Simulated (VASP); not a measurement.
# MoP (P-6m2) in VASP: a series of runs

The runs below take MoP through phonons, with PBE, PBEsol, LDA.

All numbers are computed with VASP 6.6.1; they aren't measurements. Logs are shortened: lines on timing, memory, paths and dates and some standing lists are left out, and cuts for length are marked.

## 1. The crystal as given

It takes space group P-6m2 (No. 187, hexagonal). The conventional cell has a = 3.242 Å, b = 3.242 Å, c = 3.194 Å, α = 90.00°, β = 90.00°, γ = 120.00°. Around Mo (site symmetry -6m2) lie 6 P at 2.46 Å. Around P (site symmetry -6m2) lie 6 Mo at 2.46 Å.

## 2. Phonons, PBE

Contents of POSCAR:

```
MoP
1.0
    3.2421003646      0.0000000000      0.0000000000
   -1.6210501823      2.8077412773      0.0000000000
    0.0000000000      0.0000000000      3.1936992190
  Mo              P
     1     1
Direct
     0.0000000000000000    0.0000000000000000    0.0000000000000000
     0.3333333332999970    0.6666666667000030    0.5000000000000000
```

Contents of INCAR.step1:

```
SYSTEM = MoP
PREC = Accurate
ENCUT = 600
EDIFF = 1E-8
ISMEAR = 1
SIGMA = 0.2
LREAL = .FALSE.
LASPH = .TRUE.
NELM = 80
ALGO = Fast
ISIF = 3
LWAVE = .FALSE.
LCHARG = .FALSE.
GGA = PE
KPAR = 2
IBRION = 2
NSW = 40
EDIFFG = -0.002
```

Contents of INCAR.step2:

```
SYSTEM = MoP
PREC = Accurate
ENCUT = 600
EDIFF = 1E-8
ISMEAR = 1
SIGMA = 0.2
LREAL = .FALSE.
LASPH = .TRUE.
NELM = 80
ALGO = Fast
ISIF = 2
LWAVE = .FALSE.
LCHARG = .FALSE.
GGA = PE
KPAR = 2
IBRION = 6
NFREE = 2
POTIM = 0.015
NSW = 1
```

Contents of KPOINTS:

```
Automatic mesh
0
G
  24 24 21
  0 0 0
```

Potentials or basis: VASP PAW PBE potentials, release 64 (Mo_sv, P).

The run is started by

```console
cat potpaw_PBE.64/Mo_sv/POTCAR potpaw_PBE.64/P/POTCAR > POTCAR
cp INCAR.step1 INCAR
mpirun -np 2 vasp_std > vasp.out
cp CONTCAR POSCAR
cp INCAR.step2 INCAR
mpirun -np 2 vasp_std > vasp.out
```

OUTCAR:

```text
SYSTEM = MoP
   PREC = Accurate
   ENCUT = 600
   EDIFF = 1E-8
   ISMEAR = 1
   LREAL = .FALSE.
   LASPH = .TRUE.
   NELM = 80
   ISIF = 2
   GGA = PE
   IBRION = 6
   NFREE = 2
   POTIM = 0.015
   NSW = 1

 ion  position               nearest neighbor table
   1  0.000  0.000  0.000-   2 2.46   2 2.46   2 2.46   2 2.46   2 2.46   2 2.46
   2  0.333  0.667  0.500-   1 2.46   1 2.46   1 2.46   1 2.46   1 2.46   1 2.46

  LATTYP: Found a hexagonal cell.
 ALAT       =     3.2407182444
 C/A-ratio  =     0.9860912603

  Lattice vectors:

 A1 = (   3.2407182444,   0.0000000000,   0.0000000000)
 A2 = (  -1.6203591222,   2.8065443261,   0.0000000000)
 A3 = (   0.0000000000,   0.0000000000,   3.1956439379)

Analysis of symmetry for initial positions (statically):
=====================================================================
 Subroutine PRICEL returns:
 Original cell was already a primitive cell.

 Routine SETGRP: Setting up the symmetry group for a
 hexagonal supercell.

 Subroutine GETGRP returns: Found 12 space group operations
 (whereof 12 operations were pure point group operations)
 out of a pool of 24 trial point group operations.

The static configuration has the point symmetry D_3h.

Analysis of symmetry for dynamics (positions and initial velocities):
=====================================================================
 Subroutine PRICEL returns:
 Original cell was already a primitive cell.

 Routine SETGRP: Setting up the symmetry group for a
 hexagonal supercell.

 Subroutine GETGRP returns: Found 12 space group operations
 (whereof 12 operations were pure point group operations)
 out of a pool of 24 trial point group operations.

The dynamic configuration has the point symmetry D_3h.

 Subroutine INISYM returns: Found 12 space group operations
 (whereof 12 operations are pure point group operations),
 and found     1 'primitive' translations

----------------------------------------------------------------------------------------

                                     Primitive cell

  volume of cell :      29.0651

  direct lattice vectors                    reciprocal lattice vectors
     3.240718244  0.000000000  0.000000000     0.308573571  0.178155034  0.000000000
    -1.620359122  2.806544326  0.000000000     0.000000000  0.356310068  0.000000000
     0.000000000  0.000000000  3.195643938     0.000000000  0.000000000  0.312925977

  length of vectors
     3.240718244  3.240718244  3.195643938     0.356310068  0.356310068  0.312925977

  position of ions in fractional coordinates (direct lattice)
     0.000000000  0.000000000  0.000000000
     0.333333333  0.666666667  0.500000000

  ion indices of the primitive-cell ions
   primitive index   ion index
                 1           1
                 2           2

----------------------------------------------------------------------------------------

 KPOINTS: Automatic mesh

Automatic generation of k-mesh.
 Grid dimensions read from file:
 generate k-points for:   24   24   21

 Generating k-lattice:

  Cartesian coordinates                     Fractional coordinates (reciprocal lattice)
     0.012857232  0.007423126  0.000000000     0.041666667 -0.000000000  0.000000000
     0.000000000  0.014846253  0.000000000     0.000000000  0.041666667  0.000000000
     0.000000000  0.000000000  0.014901237     0.000000000  0.000000000  0.047619048
[... 61 lines left out ...]
   IBRION =      6    ionic relax: 0-MD 1-quasi-New 2-CG
   NFREE  =      2    steps in history (QN), initial steepest desc. (CG)
   ISIF   =      2    stress and relaxation
   ISYM   =      2    0-nonsym 1-usesym 2-fastsym
   POTIM  = 0.0150    time-step for ionic-motion
   TEBEG  =    0.0;   TEEND  =   0.0 temperature during run
   PSTRESS=    0.0 pullay stress
   NELECT =      19.0000    total number of electrons
   NUPDOWN=      -1.0000    fix difference up-down
   EMIN   =  10.00;   EMAX   =-10.00  energy-range for DOS
   EFERMI =   0.00;   METHOD = LEGACY
   ISMEAR =     1;   SIGMA  =   0.20  broadening in eV -4-tet -1-fermi 0-gaus
   EFERMI_NEDOS =   21; number of points for ismear=-14 and -15
   IALGO  =     68    algorithm
   IMIX   =      4    mixing-type and parameters
     AMIX     =   0.40;   BMIX     =  1.00
     AMIX_MAG =   1.60;   BMIX_MAG =  1.00
  volume/ion in A,a.u.               =      14.53        98.07
  Fermi-wavevector in a.u.,A,eV,Ry     =   1.420808  2.684939 27.466033  2.018696
  Thomas-Fermi vector in A             =   2.541685
   LORBIT       =      0    0 simple, 1 ext, 2 COOP (PROOUT), +10 PAW based schemes
   GGA     = PE    functional components
   LHFCALC =     F    Hartree Fock is set to
   AEXX    =    0.0000 exact exchange contribution
   IVDW    =     0    specifies the selected vdW correction
   LEPSILON=     F    determine dielectric tensor
   LRPA    =     F    only Hartree local field effects (RPA)
 finite differences with symmetry
 non-spin polarized calculation
 RMM-DIIS sequential band-by-band and
 Methfessel and Paxton  Order N= 1 SIGMA  =   0.20
  energy-cutoff  :      600.00
  volume of cell :       29.07
 maximum number of plane-waves:      1003
 NGX is ok and might be reduce to    28
   NGX = 13   NGY = 13   NGZ = 13

--------------------------------------- Ionic step        1  -------------------------------------------

 number of electron      18.9999999 magnetization

 Free energy of the ion-electron system (eV)
  ---------------------------------------------------
  ext. energy  EPLUGINS =         0.00000000
  ---------------------------------------------------
  free energy    TOTEN  =       -17.66980637 eV

  energy without entropy =      -17.67018976  energy(sigma->0) =      -17.66993417

------------------------ aborting loop because EDIFF is reached ----------------------------------------

  FORCE on cell =-STRESS in cart. coord.  units (eV):
  Direction    XX          YY          ZZ          XY          YZ          ZX
  --------------------------------------------------------------------------------------
  -------------------------------------------------------------------------------------
  Total        0.0010012      0.0010012      0.0015357      0.0000000      0.0000000      0.0000000
  in kB        0.0551890      0.0551890      0.0846536      0.0000000      0.0000000      0.0000000
  external PRESSURE =       0.0650105 kB  Pullay stress =       0.0000000 kB
[... 275 lines left out ...]
--------------------------------------- Ionic step        9  -------------------------------------------

 number of electron      18.9999999 magnetization

 Free energy of the ion-electron system (eV)
  ---------------------------------------------------
  ext. energy  EPLUGINS =         0.00000000
  ---------------------------------------------------
  free energy    TOTEN  =       -17.66831599 eV

  energy without entropy =      -17.66869537  energy(sigma->0) =      -17.66844245

 E-fermi :  11.7155     XC(G=0): -12.5323

 val. band max:       11.7151243089   @ k =   0.0000   0.0000   0.2857
 cond. band min:      11.7159868998   @ k =  -0.1250   0.5000   0.0952
 fundamental gap:      0.0008625910
 Fermi energy:        11.7155014670

 k-point     1 :       0.0000    0.0000    0.0000
  band No.  band energies     occupation
      1     -49.4745      2.00000
      2     -23.6190      2.00000
      3     -23.4247      2.00000
      4     -23.4247      2.00000
      5      -2.1100      2.00000
      6       7.6273      2.00000
      7       8.4442      2.00000
      8       8.4442      2.00000
      9      11.0578      2.00003
     10      12.0027     -0.06077
     11      12.0027     -0.06077
     12      15.8030      0.00000
     13      15.8031      0.00000
[... 354 lines left out ...]
  band No.  band energies     occupation
      1     -49.4442      2.00000
      2     -23.7435      2.00000
      3     -23.5756      2.00000
      4     -23.5026      2.00000
      5       0.4608      2.00000
      6       4.5925      2.00000
      7       7.8860      2.00000
      8       8.0362      2.00000
      9      10.4266      2.00000
     10      11.2835      2.00922
     11      13.3480     -0.00000
     12      13.9716     -0.00000
     13      16.4194      0.00000

 [... further k-points ...]
[... 5 lines left out ...]
  --------------------------------------------------------------------------------------
  -------------------------------------------------------------------------------------
  Total        0.0072463      0.0072463      0.0058005      0.0000000     -0.0000000     -0.0000000
  in kB        0.3994444      0.3994444      0.3197470      0.0000000     -0.0000000     -0.0000000
  external PRESSURE =       0.3728786 kB  Pullay stress =       0.0000000 kB
[... 17 lines left out ...]
  FREE ENERGIE OF THE ION-ELECTRON SYSTEM (eV)
  ---------------------------------------------------
  free  energy   TOTEN  =       -17.6683159937 eV

  energy  without entropy=      -17.6686953676  energy(sigma->0) =      -17.66844245

 INTERNAL STRAIN TENSORS FROM DISPLACED ATOMS
 ============================================

 INTERNAL STRAIN TENSOR FOR ION    1 for displacements in x,y,z  (eV/Angst):
          X           Y           Z          XY          YZ          ZX
  --------------------------------------------------------------------------------
  x     0.00000     0.00000     0.00000    -7.04260     0.00000     0.00000
  y    -7.04260     7.04260     0.00000     0.00000     0.00000     0.00000
  z     0.00000     0.00000     0.00000     0.00000     0.00000     0.00000

 INTERNAL STRAIN TENSOR FOR ION    2 for displacements in x,y,z  (eV/Angst):
          X           Y           Z          XY          YZ          ZX
  --------------------------------------------------------------------------------
  x     0.00000     0.00000     0.00000     7.04298     0.00000     0.00000
  y     7.04298    -7.04298     0.00000    -0.00000     0.00000     0.00000
  z     0.00000     0.00000     0.00000     0.00000     0.00000     0.00000

 Eigenvectors and eigenvalues of the dynamical matrix
 ----------------------------------------------------

   1 f  =   11.928986 THz    74.952030 2PiTHz  397.908146 cm-1    49.334300 meV
             X         Y         Z           dx          dy          dz
      0.000000  0.000000  0.000000    -0.494023    0.000000   -0.000000
     -0.000000  1.871030  1.597822     0.869449   -0.000000    0.000000
[... 21 lines left out ...]
   6 f/i=    0.000648 THz     0.004070 2PiTHz    0.021606 cm-1     0.002679 meV
             X         Y         Z           dx          dy          dz
      0.000000  0.000000  0.000000     0.000000    0.000000   -0.869478
     -0.000000  1.871030  1.597822     0.000000    0.000000   -0.493971

 ELASTIC MODULI CONTR FROM IONIC RELAXATION (kBar)
 Direction    XX          YY          ZZ          XY          YZ          ZX
 --------------------------------------------------------------------------------
 XX        -200.5549    200.5549      0.0000      0.0000      0.0000      0.0000
 YY         200.5549   -200.5549      0.0000     -0.0000      0.0000      0.0000
 ZZ           0.0000      0.0000      0.0000      0.0000      0.0000      0.0000
 XY           0.0000     -0.0000      0.0000   -200.5549      0.0000      0.0000
 YZ           0.0000      0.0000      0.0000      0.0000      0.0000      0.0000
 ZX           0.0000      0.0000      0.0000      0.0000      0.0000      0.0000
 --------------------------------------------------------------------------------
```

It took 27 min on 2 MPI ranks of Intel Xeon Platinum 8559C (Emerald Rapids), shared host; peak memory 2.3 GiB.

Results:

| Property | Result |
| --- | --- |
| Highest phonon frequency at Γ, LO-TO splitting left out | 398 cm⁻¹ |

Phonon frequencies in cm⁻¹ (negative: imaginary):
```tsv
q point	frequencies
(0.000, 0.000, 0.000)	0 0 0 392 398 398
```

[end of part 1 of 2]
